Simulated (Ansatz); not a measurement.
The calculation used DFT PBE, scalar-relativistic, plane waves, PAW in Ansatz 0.2.0. All cells share a 420 eV cutoff and Γ-centred k meshes spaced at most about 0.3 Å⁻¹ (about 0.25 or finer for metals, 2π included). No spin polarisation.

Each guess is relaxed in cell and atoms at zero pressure, on a coarse mesh first where it starts far from rest and then on a converged one. The steps can't lower the symmetry of the start, but it can rise. Energies are static (0 K, no zero-point motion).

Two unrelaxed guesses for AlGa2As3:

A.

```
Al Ga As
1.0
     4.17354    0.00000    0.00000
    -2.08677    3.61440    0.00000
     0.00000    0.00000    9.53789
Al Ga As
1 2 3
Direct
  0.66667 0.33333 0.00000
  0.33333 0.66667 0.23912
  0.33333 0.66667 0.76088
  0.66667 0.33333 0.50000
  0.00000 0.00000 0.00000
  0.00000 0.00000 0.50000
```

B.

```
Al Ga As
1.0
     4.71856    0.00000    0.00000
    -2.35928    4.08639    0.00000
     0.00000    0.00000    7.74957
Al Ga As
1 2 3
Direct
  0.33333 0.66667 0.00000
  0.66667 0.33333 0.00000
  0.00000 0.00000 0.00000
  0.66667 0.33333 0.21870
  0.66667 0.33333 0.78130
  0.66667 0.33333 0.50000
```

Task: Do they relax into the same structure? If not, which is lower?

Result: No. A ends lower, by 0.44 eV/atom. A: P-6m2 at 24.0 Å³/atom → P-6m2 at 21.6 Å³/atom; B: P-6m2 at 24.9 Å³/atom → P-6m2 at 31.8 Å³/atom. Counting As atoms around Al and Ga (those within 1.25 times the shortest such distance or 1.15 times the sum of covalent radii; the shortest distance is added where it is long for a bond; a slash parts the counts of unlike sites), the end of A has Al 3, Ga 9 from 3.2 Å and the end of B has Al 6 from 3.7 Å, Ga 2/6 from 3.7 Å. The end of A holds As–As nets (shortest 2.57 Å); the end of B holds As–As units of three or more atoms (shortest 2.30 Å). End of A. Conventional cell: a = 4.446 Å, c = 7.588 Å. Around Al lie 3 As at 2.57 Å and 6 Ga at 3.23 Å; Ga has 9 As at 3.15–3.23 Å and 3 Al at 3.23 Å; around As on its first site lie 3 As at 2.57 Å and 6 Ga at 3.15 Å; 2 more sites not described. End of B. Conventional cell: a = 4.786 Å, c = 9.631 Å. Around Al lie 6 Ga at 2.76 Å; Ga on its first site is surrounded by 2 As at 2.51 Å, 3 Ga at 2.76 Å and 3 Al at 2.76 Å; around As on a site of symmetry 3m lie 1 As at 2.30 Å and 1 Ga at 2.51 Å; 2 more sites not described.

Ends held by symmetry can be saddle points. Neither end is the lowest form computed: that has Al and Ga ordered on zinc blende sites, space group P3m1 (No. 156) and lies 0.60 eV/atom below the better end. Even the lowest of the cells shown lies +0.21 eV/atom against the elements. Some structure types and database cells were kept out of the candidates from the start, so a known form may be missing.
